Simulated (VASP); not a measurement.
# TaN (I4/mmm) in VASP: a series of runs

The runs below take TaN through single point, with LDA.

Everything below comes from runs of VASP 6.6.1. Logs are shortened: lines on timing, memory, paths and dates and some standing lists are left out, and cuts for length are marked.

### Step 1. The structure

It takes space group I4/mmm (No. 139, tetragonal). Conventional cell: a = 3.168 Å, b = 3.168 Å, c = 4.122 Å, α = 90.00°, β = 90.00°, γ = 90.00°. Ta (site symmetry 4/mmm) is surrounded by 6 N at 2.06 to 2.24 Å. Around N (site symmetry 4/mmm) lie 6 Ta at 2.06 to 2.24 Å.

### Step 2. Single point, LDA

File INCAR:

```
SYSTEM = TaN
PREC     = Accurate       ! precision mode
ENCUT    = 520            ! plane-wave cutoff, eV
EDIFF    = 1E-6           ! SCF threshold, eV
ISMEAR   = 0              ! smearing method
SIGMA    = 0.15           ! smearing width, eV
LREAL    = .False.        ! projectors in reciprocal space
LASPH    = .True.         ! aspherical terms in the spheres
NELM     = 100            ! most SCF steps
ALGO     = Fast           ! electronic algorithm
ISIF     = 2              ! what is computed and relaxed
LWAVE    = .False.        ! write WAVECAR
LCHARG   = .False.        ! write CHGCAR
NBANDS   = 15             ! bands
```

File KPOINTS:

```
regular mesh
0
Gamma
  20 20 20
  0 0 0
```

File POSCAR:

```
TaN
1.0
    0.0000000000      2.2404123318      2.0611793452
    2.2404123318      0.0000000000      2.0611793452
    2.2404123318      2.2404123318      0.0000000000
Ta N
1 1
Direct
    0.5000000000      0.5000000000      0.5000000000
    0.0000000000      0.0000000000      0.0000000000
```

Potentials or basis: VASP PAW LDA potentials, release 64 (Ta_pv, N).

Started as:

```console
$ cat potpaw_LDA.64/Ta_pv/POTCAR potpaw_LDA.64/N/POTCAR > POTCAR
$ mpirun -np 1 vasp_std > vasp.out
```

OUTCAR:

```text
SYSTEM = TaN
   PREC = Accurate
   ENCUT = 520
   EDIFF = 1E-6
   ISMEAR = 0
   LREAL = .False.
   LASPH = .True.
   NELM = 100
   ISIF = 2

 ion  position               nearest neighbor table
   1  0.500  0.500  0.500-   2 2.06   2 2.06   2 2.24   2 2.24   2 2.24   2 2.24
   2  0.000  0.000  0.000-   1 2.06   1 2.06   1 2.24   1 2.24   1 2.24   1 2.24

  LATTYP: Found a body centered tetragonal cell.
 ALAT       =     3.1684215049
 C/A-ratio  =     1.3010764773

  Lattice vectors:

 A1 = (   0.0000000000,  -2.2404123318,  -2.0611793452)
 A2 = (   0.0000000000,   2.2404123318,  -2.0611793452)
 A3 = (   2.2404123318,   0.0000000000,   2.0611793452)

Analysis of symmetry for initial positions (statically):
=====================================================================
 Subroutine PRICEL returns:
 Original cell was already a primitive cell.

 Routine SETGRP: Setting up the symmetry group for a
 body centered tetragonal supercell.

 Subroutine GETGRP returns: Found 16 space group operations
 (whereof 16 operations were pure point group operations)
 out of a pool of 16 trial point group operations.

The static configuration has the point symmetry D_4h.

Analysis of symmetry for dynamics (positions and initial velocities):
=====================================================================
 Subroutine PRICEL returns:
 Original cell was already a primitive cell.

 Routine SETGRP: Setting up the symmetry group for a
 body centered tetragonal supercell.

 Subroutine GETGRP returns: Found 16 space group operations
 (whereof 16 operations were pure point group operations)
 out of a pool of 16 trial point group operations.

The dynamic configuration has the point symmetry D_4h.

 Subroutine INISYM returns: Found 16 space group operations
 (whereof 16 operations are pure point group operations),
 and found     1 'primitive' translations

----------------------------------------------------------------------------------------

                                     Primitive cell

  volume of cell :      20.6920

  direct lattice vectors                    reciprocal lattice vectors
     0.000000000  2.240412332  2.061179345    -0.223173205  0.223173205  0.242579570
     2.240412332  0.000000000  2.061179345     0.223173205 -0.223173205  0.242579570
     2.240412332  2.240412332  0.000000000     0.223173205  0.223173205 -0.242579570

  length of vectors
     3.044323851  3.044323851  3.168421505     0.398067088  0.398067088  0.398067088

  position of ions in fractional coordinates (direct lattice)
     0.500000000  0.500000000  0.500000000
     0.000000000  0.000000000  0.000000000

  ion indices of the primitive-cell ions
   primitive index   ion index
                 1           1
                 2           2

----------------------------------------------------------------------------------------

 KPOINTS: regular mesh

Automatic generation of k-mesh.
 Grid dimensions read from file:
 generate k-points for:   20   20   20

 Generating k-lattice:

  Cartesian coordinates                     Fractional coordinates (reciprocal lattice)
    -0.011158660  0.011158660  0.012128979     0.050000000  0.000000000  0.000000000
     0.011158660 -0.011158660  0.012128979     0.000000000  0.050000000  0.000000000
     0.011158660  0.011158660 -0.012128979     0.000000000  0.000000000  0.050000000

  Length of vectors
     0.019903354  0.019903354  0.019903354

  Shift w.r.t. Gamma in fractional coordinates (k-lattice)
     0.000000000  0.000000000  0.000000000

 Subroutine IBZKPT returns following result:
 ===========================================

 Found    641 irreducible k-points:

 Following reciprocal coordinates:
            Coordinates               Weight
  0.000000  0.000000  0.000000      1.000000
  0.050000  0.000000  0.000000      8.000000
  0.100000  0.000000  0.000000      8.000000
  0.150000  0.000000  0.000000      8.000000
  0.200000  0.000000  0.000000      8.000000
  0.250000  0.000000  0.000000      8.000000
[... 16 lines left out ...]
 -0.400000  0.050000  0.000000      8.000000
 -0.350000  0.050000  0.000000      8.000000
 [... further k-points ...]
   k-points           NKPTS =    641   k-points in BZ     NKDIM =    641   number of bands    NBANDS=     15
   number of dos      NEDOS =    301   number of ions     NIONS =      2
   total plane-waves  NPLWV =  13824
   dimension x,y,z NGX =    24 NGY =   24 NGZ =   24
   dimension x,y,z NGXF=    48 NGYF=   48 NGZF=   48
   ions per type =               1   1
   NGX,Y,Z   is equivalent  to a cutoff of  13.11, 13.11, 12.59 a.u.
   NGXF,Y,Z  is equivalent  to a cutoff of  26.21, 26.21, 25.19 a.u.
 SYSTEM =  TaN
   PREC   = accura    normal or accurate (medium, high low for compatibility)
   ISTART =      0    job   : 0-new  1-cont  2-samecut
   ICHARG =      2    charge: 1-file 2-atom 10-const
   ISPIN  =      1    spin polarized calculation?
   LNONCOLLINEAR =      F non collinear calculations
   LSORBIT =      F    spin-orbit coupling
   LASPH  =      T    aspherical Exc in radial PAW
   ENCUT  =  520.0 eV  38.22 Ry    6.18 a.u.   5.66  5.66  5.89*2*pi/ulx,y,z
   NELM   =    100;   NELMIN=  2; NELMDL= -5     # of ELM steps
   EDIFF  = 0.1E-05   stopping-criterion for ELM
   LREAL  =      F    real-space projection
   EDIFFG = 0.1E-04   stopping-criterion for IOM
   NSW    =      0    number of steps for IOM
   IBRION =     -1    ionic relax: 0-MD 1-quasi-New 2-CG
   NFREE  =      0    steps in history (QN), initial steepest desc. (CG)
   ISIF   =      2    stress and relaxation
   ISYM   =      2    0-nonsym 1-usesym 2-fastsym
   POTIM  = 0.5000    time-step for ionic-motion
   TEBEG  =    0.0;   TEEND  =   0.0 temperature during run
   PSTRESS=    0.0 pullay stress
   NELECT =      16.0000    total number of electrons
   NUPDOWN=      -1.0000    fix difference up-down
   EMIN   =  10.00;   EMAX   =-10.00  energy-range for DOS
   EFERMI =   0.00;   METHOD = LEGACY
   ISMEAR =     0;   SIGMA  =   0.15  broadening in eV -4-tet -1-fermi 0-gaus
   EFERMI_NEDOS =   21; number of points for ismear=-14 and -15
   IALGO  =     68    algorithm
   IMIX   =      4    mixing-type and parameters
     AMIX     =   0.40;   BMIX     =  1.00
     AMIX_MAG =   1.60;   BMIX_MAG =  1.00
  volume/ion in A,a.u.               =      10.35        69.82
  Fermi-wavevector in a.u.,A,eV,Ry     =   1.502615  2.839530 30.719922  2.257851
  Thomas-Fermi vector in A             =   2.613832
   LORBIT       =      0    0 simple, 1 ext, 2 COOP (PROOUT), +10 PAW based schemes
   GGA     = CA    functional components
   LHFCALC =     F    Hartree Fock is set to
   AEXX    =    0.0000 exact exchange contribution
   IVDW    =     0    specifies the selected vdW correction
   LEPSILON=     F    determine dielectric tensor
   LRPA    =     F    only Hartree local field effects (RPA)
 non-spin polarized calculation
 RMM-DIIS sequential band-by-band and
 Gauss-broadening in eV      SIGMA  =   0.15
  energy-cutoff  :      520.00
  volume of cell :       20.69
 maximum number of plane-waves:       572
   NGX = 11   NGY = 11   NGZ = 11

 number of electron      16.0000002 magnetization

 Free energy of the ion-electron system (eV)
  ---------------------------------------------------
  ext. energy  EPLUGINS =         0.00000000
  ---------------------------------------------------
  free energy    TOTEN  =       -23.93474704 eV

  energy without entropy =      -23.92544582  energy(sigma->0) =      -23.93009643

 E-fermi :   9.6924     XC(G=0): -13.7976

 val. band max:        9.6847655504   @ k =  -0.3000   0.2500   0.0500
 cond. band min:       9.7053040179   @ k =  -0.4000   0.2000   0.0500
 fundamental gap:      0.0205384675
 Fermi energy:         9.6924351054

 k-point     1 :       0.0000    0.0000    0.0000
  band No.  band energies     occupation
      1     -25.7650      2.00000
      2     -25.7612      2.00000
      3     -25.7612      2.00000
      4      -9.1512      2.00000
      5       5.7046      2.00000
      6       5.7046      2.00000
      7       6.2029      2.00000
      8       7.2197      2.00000
      9       7.2197      2.00000
     10       8.2276      2.00000
     11       9.1134      2.00000
     12       9.1945      2.00000
     13      12.9953      0.00000
     14      19.2932      0.00000
     15      21.2340      0.00000

 k-point     2 :       0.0500    0.0000    0.0000
  band No.  band energies     occupation
      1     -25.7892      2.00000
      2     -25.7650      2.00000
      3     -25.7641      2.00000
      4      -9.0841      2.00000
      5       5.3688      2.00000
      6       5.4395      2.00000
      7       5.9180      2.00000
      8       7.3690      2.00000
      9       7.4238      2.00000
     10       8.2943      2.00000
     11       9.3737      1.99735
     12       9.4843      1.95022
     13      13.1901      0.00000
     14      19.4903      0.00000
     15      21.2339      0.00000

 k-point     3 :       0.1000    0.0000    0.0000
  band No.  band energies     occupation
      1     -25.8646      2.00000
      2     -25.7759      2.00000
      3     -25.7665      2.00000
      4      -8.8875      2.00000
      5       4.6272      2.00000
      6       4.8763      2.00000
      7       5.3201      2.00000
      8       7.6918      2.00000
      9       7.7764      2.00000
     10       8.4394      2.00000
     11      10.0426      0.00096
     12      10.2035      0.00000
     13      13.7219      0.00000
     14      20.0522      0.00000
     15      21.2337      0.00000
[... 343 lines left out ...]
 k-point    23 :      -0.4000    0.0500    0.0000
  band No.  band energies     occupation
      1     -26.6636      2.00000
      2     -25.9004      2.00000
      3     -25.8195      2.00000
      4      -6.2310      2.00000
      5      -0.3300      2.00000
      6       2.0011      2.00000
      7       2.2655      2.00000
      8      10.7522      0.00000
      9      11.3034      0.00000
     10      11.3150      0.00000
     11      14.6535      0.00000
     12      16.1753      0.00000
     13      17.3377      0.00000
     14      21.5129      0.00000
     15      22.9837      0.00000

 k-point    24 :      -0.3500    0.0500    0.0000
  band No.  band energies     occupation
      1     -26.5701      2.00000
      2     -25.8819      2.00000
      3     -25.8206      2.00000
      4      -6.6491      2.00000
      5       0.2023      2.00000
      6       2.2014      2.00000
      7       2.6120      2.00000
      8      10.0351      0.00124
      9      10.5966      0.00000
     10      11.0518      0.00000
     11      14.7704      0.00000
     12      15.5549      0.00000
     13      16.7739      0.00000
     14      21.1816      0.00000
     15      21.5915      0.00000

 [... further k-points ...]
[... 5 lines left out ...]
  --------------------------------------------------------------------------------------
  -------------------------------------------------------------------------------------
  Total       -1.8974713     -1.8974713      6.1834498      0.0000000      0.0000000      0.0000000
  in kB     -146.9210778   -146.9210778    478.7841207      0.0000000      0.0000000      0.0000000
  external PRESSURE =      61.6473217 kB  Pullay stress =       0.0000000 kB

 VOLUME and BASIS-vectors are now :
 -----------------------------------------------------------------------------
  energy-cutoff  :      520.00
  volume of cell :       20.69
      direct lattice vectors                 reciprocal lattice vectors
     0.000000000  2.240412332  2.061179345    -0.223173205  0.223173205  0.242579570
     2.240412332  0.000000000  2.061179345     0.223173205 -0.223173205  0.242579570
     2.240412332  2.240412332  0.000000000     0.223173205  0.223173205 -0.242579570

 POSITION                                       TOTAL-FORCE (eV/Angst)
 -----------------------------------------------------------------------------------
      2.24041      2.24041      2.06118        -0.000000      0.000000     -0.000000
      0.00000      0.00000      0.00000         0.000000      0.000000      0.000000
 -----------------------------------------------------------------------------------
    total drift:                                0.000000     -0.000000      0.000000

  FREE ENERGIE OF THE ION-ELECTRON SYSTEM (eV)
  ---------------------------------------------------
  free  energy   TOTEN  =       -23.9347470389 eV

  energy  without entropy=      -23.9254458153  energy(sigma->0) =      -23.93009643
```

Wall time 64 s (1 thread of Intel Xeon 6975P-C (Granite Rapids), shared host); peak memory 0.3 GiB.

What came out:

```yaml
Free_energy: -23.9347 eV
Pressure: 6.2 GPa
Band_gap_on_the_k_mesh: none (metal or under the smearing width)
```

The run has no spin-orbit coupling, so splittings on Ta are missing.

(Part 1 of 2 ends here.)
